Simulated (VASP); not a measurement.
# SnSe2 in VASP: a series of runs

Runs on SnSe2. Level: PBE. Tasks: single point.

All numbers are computed with VASP 6.6.1; they aren't measurements. Logs are shortened: lines on timing, memory, paths and dates and some standing lists are left out, and cuts for length are marked.

**1. The structure**

The cell holds a slab with vacuum, 3 atoms: a = 3.811 Å, b = 3.811 Å, c = 21.056 Å, α = 90.00°, β = 90.00°, γ = 120.00°.

**2. Single point, PBE**

The input, INCAR:

```
SYSTEM = SnSe2
PREC = Accurate
ENCUT = 460
EDIFF = 1E-7
ISMEAR = 0
SIGMA = 0.05
LREAL = .FALSE.
LASPH = .TRUE.
NELM = 120
ALGO = Normal
ISIF = 2
LWAVE = .FALSE.
LCHARG = .FALSE.
LDIPOL = .TRUE.
IDIPOL = 3
DIPOL = 0.5 0.5 0.500
GGA = PE
NBANDS = 24
LVHAR = .TRUE.
LVACPOTAV = .TRUE.
```

The input, KPOINTS:

```
regular mesh
0
G
  5 5 1
  0 0 0
```

The input, POSCAR:

```
SnSe2
1.0
    3.8110000000      0.0000000000      0.0000000000
   -1.9055000000      3.3004228100      0.0000000000
    0.0000000000      0.0000000000     21.0557280000
Se Sn
2 1
Direct
    0.6666666667      0.3333333333      0.4274371325
    0.3333333333      0.6666666667      0.5725628675
    0.0000000000      0.0000000000      0.5000000000
```

Potentials or basis: VASP PAW PBE potentials, release 64 (Se, Sn_d).

Command:

```sh
cat potpaw_PBE.64/Se/POTCAR potpaw_PBE.64/Sn_d/POTCAR > POTCAR
mpirun -np 1 vasp_std > vasp.out
```

OUTCAR:

```text
SYSTEM = SnSe2
   PREC = Accurate
   ENCUT = 460
   EDIFF = 1E-7
   ISMEAR = 0
   LREAL = .FALSE.
   LASPH = .TRUE.
   NELM = 120
   ISIF = 2
   GGA = PE

 Found      5 irreducible k-points:

 Following reciprocal coordinates:
            Coordinates               Weight
  0.000000  0.000000  0.000000      1.000000
  0.200000  0.000000  0.000000      6.000000
  0.400000  0.000000  0.000000      6.000000
  0.200000  0.200000  0.000000      6.000000
  0.400000  0.200000  0.000000      6.000000
   k-points           NKPTS =      5   k-points in BZ     NKDIM =      5   number of bands    NBANDS=     24
   number of dos      NEDOS =    301   number of ions     NIONS =      3
   total plane-waves  NPLWV = 117600
   dimension x,y,z NGX =    28 NGY =   28 NGZ =  150
   dimension x,y,z NGXF=    56 NGYF=   56 NGZF=  300
   ions per type =               2   1
   NGX,Y,Z   is equivalent  to a cutoff of  12.21, 12.21, 11.84 a.u.
   NGXF,Y,Z  is equivalent  to a cutoff of  24.43, 24.43, 23.69 a.u.
 SYSTEM =  SnSe2
   PREC   = accura    normal or accurate (medium, high low for compatibility)
   ISTART =      0    job   : 0-new  1-cont  2-samecut
   ICHARG =      2    charge: 1-file 2-atom 10-const
   ISPIN  =      1    spin polarized calculation?
   LNONCOLLINEAR =      F non collinear calculations
   LSORBIT =      F    spin-orbit coupling
   LASPH  =      T    aspherical Exc in radial PAW
   ENCUT  =  460.0 eV  33.81 Ry    5.81 a.u.   6.66  6.66 36.82*2*pi/ulx,y,z
   NELM   =    120;   NELMIN=  2; NELMDL= -5     # of ELM steps
   EDIFF  = 0.1E-06   stopping-criterion for ELM
   LREAL  =      F    real-space projection
   EDIFFG = 0.1E-05   stopping-criterion for IOM
   NSW    =      0    number of steps for IOM
   IBRION =     -1    ionic relax: 0-MD 1-quasi-New 2-CG
   NFREE  =      0    steps in history (QN), initial steepest desc. (CG)
   ISIF   =      2    stress and relaxation
   ISYM   =      2    0-nonsym 1-usesym 2-fastsym
   POTIM  = 0.5000    time-step for ionic-motion
   TEBEG  =    0.0;   TEEND  =   0.0 temperature during run
   PSTRESS=    0.0 pullay stress
   NELECT =      26.0000    total number of electrons
   NUPDOWN=      -1.0000    fix difference up-down
   EMIN   =  10.00;   EMAX   =-10.00  energy-range for DOS
   EFERMI =   0.00;   METHOD = LEGACY
   ISMEAR =     0;   SIGMA  =   0.05  broadening in eV -4-tet -1-fermi 0-gaus
   EFERMI_NEDOS =   21; number of points for ismear=-14 and -15
   IALGO  =     38    algorithm
   IMIX   =      4    mixing-type and parameters
     AMIX     =   0.40;   BMIX     =  1.00
     AMIX_MAG =   1.60;   BMIX_MAG =  1.00
  volume/ion in A,a.u.               =      88.28       595.74
  Fermi-wavevector in a.u.,A,eV,Ry     =   0.755219  1.427157  7.760165  0.570356
  Thomas-Fermi vector in A             =   1.853064
   LORBIT       =      0    0 simple, 1 ext, 2 COOP (PROOUT), +10 PAW based schemes
   GGA     = PE    functional components
   LHFCALC =     F    Hartree Fock is set to
   AEXX    =    0.0000 exact exchange contribution
   IVDW    =     0    specifies the selected vdW correction
   LEPSILON=     F    determine dielectric tensor
   LRPA    =     F    only Hartree local field effects (RPA)
 non-spin polarized calculation
 Gauss-broadening in eV      SIGMA  =   0.05
  energy-cutoff  :      460.00
  volume of cell :      264.84
 maximum number of plane-waves:      5989
 NGX is ok and might be reduce to    28
   NGX = 13   NGY = 13   NGZ = 73

 number of electron      26.0000005 magnetization

 dipolmoment           0.000000      0.000000     -0.000000 electrons x Angstroem

 Free energy of the ion-electron system (eV)
  ---------------------------------------------------
  ext. energy  EPLUGINS =         0.00000000
  ---------------------------------------------------
  free energy    TOTEN  =       -11.74146886 eV

  energy without entropy =      -11.74146886  energy(sigma->0) =      -11.74146886

 E-fermi :  -2.8646     XC(G=0):  -3.2250

 val. band max:       -3.1620609537   @ k =   0.2000   0.0000   0.0000
 cond. band min:      -1.9844911453   @ k =   0.4000   0.0000   0.0000
 fundamental gap:      1.1775698083
 Fermi energy:        -2.8646259858

 k-point     1 :       0.0000    0.0000    0.0000
  band No.  band energies     occupation
      1     -24.2677      2.00000
      2     -24.2677      2.00000
      3     -24.2301      2.00000
      4     -24.2149      2.00000
      5     -24.2149      2.00000
      6     -16.8635      2.00000
[... 16 lines left out ...]
     23       5.7213      0.00000
     24       5.7213      0.00000

 k-point     2 :       0.2000    0.0000    0.0000
  band No.  band energies     occupation
      1     -24.2873      2.00000
      2     -24.2567      2.00000
      3     -24.2253      2.00000
      4     -24.2160      2.00000
      5     -24.2106      2.00000
      6     -16.4726      2.00000
[... 16 lines left out ...]
     23       5.6713      0.00000
     24       5.8520      0.00000

 k-point     3 :       0.4000    0.0000    0.0000
  band No.  band energies     occupation
      1     -24.3224      2.00000
      2     -24.2489      2.00000
      3     -24.2359      2.00000
      4     -24.1960      2.00000
      5     -24.1933      2.00000
      6     -15.5240      2.00000
[... 16 lines left out ...]
     23       6.6899      0.00000
     24       6.7852      0.00000

 k-point     4 :       0.2000    0.2000    0.0000
  band No.  band energies     occupation
      1     -24.3037      2.00000
      2     -24.2600      2.00000
      3     -24.2250      2.00000
      4     -24.2139      2.00000
      5     -24.1941      2.00000
      6     -15.7810      2.00000
[... 16 lines left out ...]
     23       5.9348      0.00000
     24       6.3210      0.00000

 k-point     5 :       0.4000    0.2000    0.0000
  band No.  band energies     occupation
      1     -24.3108      2.00000
      2     -24.2669      2.00000
      3     -24.2259      2.00000
      4     -24.1991      2.00000
      5     -24.1946      2.00000
      6     -15.0395      2.00000
[... 16 lines left out ...]
     23       6.8184      0.00000
     24       6.8908      0.00000

------------------------ aborting loop because EDIFF is reached ----------------------------------------

  FORCE on cell =-STRESS in cart. coord.  units (eV):
  Direction    XX          YY          ZZ          XY          YZ          ZX
  --------------------------------------------------------------------------------------
  -------------------------------------------------------------------------------------
  Total        2.2841429      2.2841429      2.6188028     -0.0000000      0.0000000      0.0000000
  in kB       13.8183140     13.8183139     15.8428965     -0.0000000      0.0000000      0.0000000
  external PRESSURE =      14.4931748 kB  Pullay stress =       0.0000000 kB

 VOLUME and BASIS-vectors are now :
 -----------------------------------------------------------------------------
  energy-cutoff  :      460.00
  volume of cell :      264.84
      direct lattice vectors                 reciprocal lattice vectors
     3.811000000  0.000000000  0.000000000     0.262398321  0.151495741  0.000000000
    -1.905500000  3.300422810  0.000000000     0.000000000  0.302991482  0.000000000
     0.000000000  0.000000000 21.055728000     0.000000000  0.000000000  0.047493015

 POSITION                                       TOTAL-FORCE (eV/Angst)
 -----------------------------------------------------------------------------------
      1.90550      1.10014      9.00000         0.000000      0.000000     -0.859279
     -0.00000      2.20028     12.05573         0.000000      0.000000      0.859279
      0.00000      0.00000     10.52786         0.000000      0.000000      0.000000
 -----------------------------------------------------------------------------------
    total drift:                               -0.000000     -0.000000     -0.000000

  FREE ENERGIE OF THE ION-ELECTRON SYSTEM (eV)
  ---------------------------------------------------
  free  energy   TOTEN  =       -11.7414688564 eV

  energy  without entropy=      -11.7414688564  energy(sigma->0) =      -11.74146886

 vacuum level on the upper side and lower side of the slab         2.942         2.942
```

OSZICAR:

```text
N       E                     dE             d eps       ncg     rms          rms(c)
DAV:   1     0.177029582065E+03    0.17703E+03   -0.10332E+04   264   0.798E+02
DAV:   2     0.887686012114E+01   -0.16815E+03   -0.16284E+03   288   0.196E+02
DAV:   3    -0.114294697622E+02   -0.20306E+02   -0.20178E+02   312   0.796E+01
[... 15 lines left out ...]
DAV:  19    -0.117414675937E+02   -0.66736E-06   -0.33096E-08   248   0.701E-04    0.433E-04
DAV:  20    -0.117414679150E+02   -0.32136E-06   -0.44860E-09   240   0.338E-04    0.171E-04
DAV:  21    -0.117414683898E+02   -0.47474E-06   -0.32677E-09   216   0.187E-04    0.735E-05
DAV:  22    -0.117414687742E+02   -0.38441E-06   -0.35865E-09   232   0.146E-04    0.494E-05
DAV:  23    -0.117414688564E+02   -0.82200E-07   -0.45196E-10   224   0.622E-05
   1 F= -.11741469E+02 E0= -.11741469E+02  d E =-.289879E-17
```

Run time: 49 s. Hardware: 1 thread of Intel Xeon 6975P-C (Granite Rapids), shared host; peak memory 0.32 GiB.

These settings aren't checked as converged: the numbers below hold their error.

What came out:

```
Free energy                            : -11.7415 eV
Largest force                          : 0.859 eV/Å
Band gap on the k mesh                 : 1.18 eV, indirect (least direct gap 1.41 eV)
Ionisation potential of the upper face : 6.10 eV
```

Caveat: spin-orbit coupling is left out, which moves the levels of the heavy elements.

**3. Single point, PBE**

This run uses another cell than the first one, of 54.74 Å³/atom, 0.620 times its volume.

INCAR is that of step 2.

The input, KPOINTS:

```
regular mesh
0
G
  7 7 1
  0 0 0
```

The input, POSCAR:

```
SnSe2
1.0
    3.8110000000      0.0000000000      0.0000000000
   -1.9055000000      3.3004228100      0.0000000000
    0.0000000000      0.0000000000     13.0557280000
Se Sn
2 1
Direct
    0.6666666667      0.3333333333      0.3829736649
    0.3333333333      0.6666666667      0.6170263351
    0.0000000000      0.0000000000      0.5000000000
```

Potentials or basis: VASP PAW PBE potentials, release 64 (Se, Sn_d).

Command:

```sh
cat potpaw_PBE.64/Se/POTCAR potpaw_PBE.64/Sn_d/POTCAR > POTCAR
mpirun -np 1 vasp_std > vasp.out
```

It took 31 s on 1 thread of Intel Xeon 6975P-C (Granite Rapids), shared host; peak memory 0.25 GiB.

The run converged, but some of its settings lie outside the range that counts as converged, so its numbers aren't taken as properties of the slab.

Results:

| Quantity | Value |
| --- | --- |
| Free energy | -11.7702 eV |
| Largest force | 0.880 eV/Å |
| Band gap on the k mesh | 1.06 eV, indirect (least direct gap 1.34 eV) |
| Ionisation potential of the upper face | 6.09 eV |

Caveat: spin-orbit coupling is left out, which moves the levels of the heavy elements.

**4. Single point, PBE**

This run uses another cell than the first one, of 63.12 Å³/atom, 0.715 times its volume.

INCAR: that of step 3 with these lines changed.

```diff
@@ -5,3 +5,3 @@
 ISMEAR = 0
-SIGMA = 0.05
+SIGMA = 0.3
 LREAL = .FALSE.
```

KPOINTS is that of step 3.

The input, POSCAR:

```
SnSe2
1.0
    3.8110000000      0.0000000000      0.0000000000
   -1.9055000000      3.3004228100      0.0000000000
    0.0000000000      0.0000000000     15.0557280000
Se Sn
2 1
Direct
    0.6666666667      0.3333333333      0.3985194206
    0.3333333333      0.6666666667      0.6014805794
    0.0000000000      0.0000000000      0.5000000000
```

Command:

```sh
cat potpaw_PBE.64/Se/POTCAR potpaw_PBE.64/Sn_d/POTCAR > POTCAR
mpirun -np 1 vasp_std > vasp.out
```

It took 32 s on 1 thread of Intel Xeon 6975P-C (Granite Rapids), shared host; peak memory 0.28 GiB.

The run converged, but some of its settings lie outside the range that counts as converged, so its numbers aren't taken as properties of the slab.

Results:

* Free energy: -11.7706 eV
* Largest force: 0.882 eV/Å
* Band gap on the k mesh: 1.06 eV, indirect (least direct gap 1.34 eV)
* Ionisation potential of the upper face: 6.09 eV

Caveat: spin-orbit coupling is left out, which moves the levels of the heavy elements.

**5. Single point, PBE**

This run uses another cell than the first one, of 63.12 Å³/atom, 0.715 times its volume.

INCAR: that of step 4 with these lines changed.

```diff
@@ -3,5 +3,5 @@
 ENCUT = 460
-EDIFF = 1E-7
+EDIFF = 0.001
 ISMEAR = 0
-SIGMA = 0.3
+SIGMA = 0.05
 LREAL = .FALSE.
```

KPOINTS is that of step 4.

POSCAR is that of step 4.

Command:

```sh
cat potpaw_PBE.64/Se/POTCAR potpaw_PBE.64/Sn_d/POTCAR > POTCAR
mpirun -np 1 vasp_std > vasp.out
```

It took 12 s on 1 thread of Intel Xeon 6975P-C (Granite Rapids), shared host; peak memory 0.27 GiB.

These settings aren't checked as converged: the numbers below hold their error.

What came out:

* Free energy: -11.7702 eV
* Largest force: 0.884 eV/Å
* Band gap on the k mesh: 1.06 eV, indirect (least direct gap 1.34 eV)
* Ionisation potential of the upper face: 6.15 eV

Caveat: spin-orbit coupling is left out, which moves the levels of the heavy elements.

**6. Single point, PBE**

This run uses another cell than the first one, of 63.12 Å³/atom, 0.715 times its volume.

INCAR: that of step 5 with these lines changed.

```diff
@@ -2,4 +2,4 @@
 PREC = Accurate
-ENCUT = 460
-EDIFF = 0.001
+ENCUT = 520
+EDIFF = 1E-7
 ISMEAR = 0
```

KPOINTS is that of step 5.

POSCAR is that of step 5.

Potentials or basis: VASP PAW PBE potentials, release 64 (Se, Sn_d).

Command:

```sh
cat potpaw_PBE.64/Se/POTCAR potpaw_PBE.64/Sn_d/POTCAR > POTCAR
mpirun -np 1 vasp_std > vasp.out
```

Run time: 25 s. Hardware: 1 thread of Intel Xeon 6975P-C (Granite Rapids), shared host; peak memory 0.28 GiB.

The run converged, but some of its settings lie outside the range that counts as converged, so its numbers aren't taken as properties of the slab.

What came out:

- Free energy: -11.7701 eV
- Largest force: 0.880 eV/Å
- Band gap on the k mesh: 1.06 eV, indirect (least direct gap 1.34 eV)
- Ionisation potential of the upper face: 6.09 eV

Caveat: spin-orbit coupling is left out, which moves the levels of the heavy elements.
